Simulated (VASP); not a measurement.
Runs of VASP 6.6.1 on Os. Symmetry: Fd-3m, No. 227, cubic system. The conventional cell has a = 5.631 Å, b = 5.631 Å, c = 5.631 Å, α = 90.00°, β = 90.00°, γ = 90.00°. Around Os (site symmetry -43m) lie 4 Os at 2.44 Å. This isn't the form of Os at room conditions, which is hcp.

```tsv
cell	k mesh	gap on the mesh (eV)	pressure (GPa)
Fd-3m, 22.32 Å³/atom	16 × 16 × 16	none	0.4
Fd-3m, 24.11 Å³/atom	11 × 11 × 11	none	(a)
Fd-3m, 20.54 Å³/atom	11 × 11 × 11	none	18.9
Fd-3m, 21.43 Å³/atom	11 × 11 × 11	none	8.7
```

Alike in all rows: task single point; level BLYP; potentials or basis VASP PAW PBE potentials, release 64 (Os); no spin polarisation; cutoff (eV) 520; smearing fermi-dirac 0.1 eV.

Task: Estimate the missing entries.

Result: (a) -11.3.

Caveats: the PAW data sets were made with another functional, which shifts forces and pressure a little (some runs); so large a pressure means that the cell lies far from this level's equilibrium, or that cutoff or potentials fall short (some runs); the potentials were made for another functional, which shifts forces and pressure (some runs).

A k mesh can miss the band edges, and the runs leave out spin-orbit coupling on Os.

A gap of «none» marks a metal or a gap under the smearing width.
